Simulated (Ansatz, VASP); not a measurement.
## Two plane-wave programs on Al

```xyz
21
Lattice="8.1000 0.0000 0.0000 0.0000 5.7276 0.0000 0.0000 0.0000 17.7276" Properties=species:S:1:pos:R:3 pbc="T T T"
Al    0.0000    0.0000    1.0000
Al    4.0500    0.0000    1.0000
Al    0.0000    2.8638    1.0000
Al    4.0500    2.8638    1.0000
Al    2.0250    1.4319    2.4319
Al    6.0750    1.4319    2.4319
Al    2.0250    4.2957    2.4319
Al    6.0750    4.2957    2.4319
Al    0.0355    0.0043    3.7697
Al    4.0144    0.0049    3.7699
Al    0.0353    2.8579    3.7696
Al    4.0142    2.8581    3.7697
Al    2.0246    1.4312    5.3294
Al    6.0747    1.4299    5.0609
Al    2.0248    4.2950    5.2798
Al    6.0747    4.2938    5.1712
Al   -0.0485   -0.0257    6.4987
Al    4.0980   -0.0260    6.4990
Al   -0.0485    2.8872    6.4986
Al    4.0975    2.8870    6.4986
Al    6.0751    1.4313    7.7581
```

Alike in both runs: functional PBE; k mesh 2 × 3 × 1; occupations gaussian, width 0.05 eV; no spin polarisation.

Ansatz relaxed the structure, and its values are those at the end. VASP's run is a single point on that final structure, the one shown.

|  | VASP | Ansatz |
| --- | --- | --- |
| version | VASP 6.6.1 | Ansatz 0.2.0 |
| potentials or method | VASP PAW PBE potentials, release 64 (Al) | scalar-relativistic, plane waves, PAW |
| plane-wave cutoff (eV) | 520 | 420 |
| valence electrons in the cell | 63 | 63 |

```tsv
	VASP	Ansatz	Ansatz less VASP
rms of the force components (eV/Å)	0.144	0.145	+0.0003
```

The functional is the same, so the differences come from potentials, cutoffs and numerics.

Caveats: the k mesh is coarse (spacing up to 0.39 Å⁻¹), so the values aren't converged.
